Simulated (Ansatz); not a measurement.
**WC (Qusongite) under changes of volume**

One of the cells (10.376 Å³/atom); the others are scaled copies at fixed shape and fractional positions:

```
W C
1.0
     2.90650    0.00000    0.00000
    -1.45325    2.51710    0.00000
     0.00000    0.00000    2.83660
W C
1 1
Direct
  0.00000 0.00000 0.00000
  0.66667 0.33333 0.50000
```

* Program: Ansatz 0.2.0
* Functional: LDA
* Potentials or basis: Ansatz PAW
* Cutoff: 420 eV (not typed: the program's choice for these potentials)
* k mesh: 10 × 10 × 9
* Occupations: fermi-dirac, width 0.15 eV
* Spin: spin-orbit coupling, no magnetisation
* Hubbard terms: W d U = 4 eV

| volume (Å³/atom) | energy over the lowest point (meV/atom) | pressure (GPa) |
| --- | --- | --- |
| 9.754 | 19.37 | 17.3 |
| 9.961 | 3.60 | 7.4 |
| 10.169 | 0.00 | -1.6 |
| 10.376 | ? | ? |
| 10.584 | 24.60 | -16.7 |
| 10.791 | 50.61 | -23.2 |
| 10.999 | 84.57 | -28.9 |

Task: What does the run at 10.376 Å³/atom give?

Result: Energy over the lowest point 7.37 meV/atom; pressure -9.6 GPa.

Worked out: A Birch-Murnaghan fit of order 3 (a polynomial in V^(-2/3)) to the other rows has its minimum at 10.13 Å³/atom with B0 = V·E''(V) = 422 GPa and B' = 4.4 at fixed shape and positions, which overstates the stiffness. It gives 7.37 meV/atom at 10.376 Å³/atom, against the run's 7.37, and -dE/dV = -9.6 GPa, against -9.6.

Energies are extrapolated to zero smearing.

Caveats: U without spin polarisation on a metal has little footing; the PAW data sets come from PBE, with cores solved anew for the run's functional, which leaves a small shift of forces and pressure; the U is typed as a test and isn't derived for this compound.
